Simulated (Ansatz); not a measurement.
## Molecular dynamics of CoO

Input:

```yaml
accuracy: low
crystal:
  lattice:
    - [-3.256981, -1.880419, 5.217103]
    - [3.256981, -1.880419, 5.217103]
    - [0.0, 3.760838, 5.217103]
  atoms:
    - { symbol: Co, position: [0.9994877, 0.9994877, 0.9994877] }
    - { symbol: Co, position: [0.4994906, 0.4994906, 0.4994906] }
    - { symbol: O, position: [0.3754955, 0.3754955, 0.3754955] }
    - { symbol: O, position: [0.8755255, 0.8755255, 0.8755255] }
    - { symbol: Co, position: [0.4994877, 0.4994877, 0.9994877] }
    - { symbol: Co, position: [0.9994906, 0.9994906, 0.4994906] }
    - { symbol: O, position: [0.8754955, 0.8754955, 0.3754955] }
    - { symbol: O, position: [0.3755255, 0.3755255, 0.8755255] }
    - { symbol: Co, position: [0.4994877, 0.9994877, 0.4994877] }
    - { symbol: Co, position: [0.9994906, 0.4994906, 0.9994906] }
    - { symbol: O, position: [0.8754955, 0.3754955, 0.8754955] }
    - { symbol: O, position: [0.3755255, 0.8755255, 0.3755255] }
    - { symbol: Co, position: [0.9994877, 0.4994877, 0.4994877] }
    - { symbol: Co, position: [0.4994906, 0.9994906, 0.9994906] }
    - { symbol: O, position: [0.3754955, 0.8754955, 0.8754955] }
    - { symbol: O, position: [0.8755255, 0.3755255, 0.3755255] }
basis:
  ecutwfc: 420.0
kpoints:
  mp_grid: { grid: [3, 3, 3] }
hamiltonian:
  xc: pbe
  dispersion: d3bj
  pseudopotentials: { kind: paw, azcp: { folder: soft_1 } }
scf:
  occupations: { method: fermi_dirac, width: 0.3 }
  lower_state_search: "off"
md:
  timestep: 0.75
  n_steps: 190
  ensemble: nvt_langevin
  temperature: 3500.0
  initial_velocities: maxwell_boltzmann
  seed: 678611
  friction: 0.02
```

Launched with:

```bash
$ ansatz run input.yaml --threads 4 --pin off --max-ram 10240MiB --backend cpu --events-out ev --progress --plain --runs-dir out
```

It starts from an unrelaxed structure (largest force component 0.14 eV/Å).

Output, in part (warnings, step lines):

```
WARN: dispersion: an atom stands within reach of a switch of its C6 between two reference coordination numbers of its element: through that C6 alone, e_disp changes by 0.025 eV or more while the distances to its neighbours run over a stretch of 0.05 Å that contains this geometry (sites counted from …
md step     0: t =     0.00 fs  T =  3281.2 K  F+E_penalty+E_count = -45542.72634453 eV  E_kin = 6.786150 eV  (13 SCF iters)
[... lines left out ...]
```

The steps, from the saved trajectory:

| time (fs) | T (K) | potential energy less start (eV) |
| --- | --- | --- |
| 0.0 | 3281 | 0.000 |
| 4.5 | 3642 | 0.266 |
| 9.0 | 3639 | 1.066 |
| 13.5 | 2526 | 2.124 |
| 18.0 | 2892 | 2.877 |
| 22.5 | 2428 | 2.963 |
| 27.0 | 2934 | 2.715 |
| 31.5 | 3152 | 2.834 |
| 36.0 | 3427 | 2.615 |
| 40.5 | 3763 | 2.420 |
| 45.0 | 3796 | 2.669 |
| 49.5 | 3233 | 3.317 |
| 54.0 | 2697 | 3.914 |
| 58.5 | 2721 | 4.293 |
| 63.0 | 2697 | 4.474 |
| 67.5 | 2569 | 4.740 |
| 72.0 | 2565 | 4.971 |
| 76.5 | 2052 | 5.235 |
| 81.0 | 1982 | 5.316 |
| 85.5 | 2553 | 4.853 |
| 90.0 | 3008 | 4.420 |
| 94.5 | 2989 | 4.404 |
| 99.0 | 2558 | 4.458 |
| 103.5 | 3174 | 4.510 |
| 108.0 | 3406 | 4.581 |
| 112.5 | 3134 | 5.091 |
| 117.0 | 3028 | 5.770 |
| 121.5 | 3206 | 5.673 |
| 126.0 | 3247 | 5.419 |
| 130.5 | 3286 | 5.939 |
| 135.0 | 2305 | 6.463 |
| 139.5 | 2151 | 6.648 |

All steps were run. The mean temperature of the second half is 20 % below the set value. A run of 0.14 ps of so small a system gives no equilibrium averages. No Hubbard correction was used and the magnetic state wasn't searched. Spin polarisation was left off. Limits of this set-up: coarse k mesh, magnetic elements without spin, low accuracy level.

Mean squared displacements from the first frame to the last, about the centre of mass: Co 0.44 Å², O 0.40 Å².

Last frame:

```xyz
16
Lattice="-3.2570 -1.8804 5.2171 3.2570 -1.8804 5.2171 0.0000 3.7608 5.2171" Properties=species:S:1:pos:R:3
Co 0.011 -0.673 15.864
Co -0.705 -0.277 7.273
O -0.057 0.375 6.045
O 0.070 0.521 13.768
Co -0.185 2.307 10.633
Co -0.464 -0.944 12.849
O -0.729 -1.719 11.182
O 0.118 2.821 8.854
Co 1.631 -0.644 10.082
Co -1.917 1.548 12.806
O -1.634 0.877 10.601
O 1.942 -0.173 8.588
Co -1.461 -1.127 9.792
Co 1.991 1.249 12.643
O 1.414 1.545 11.164
O -2.484 -0.559 8.041
```

Run time: 31 min on 4 threads of Arm Neoverse V1 (shared host), peak memory 1.1 GiB.
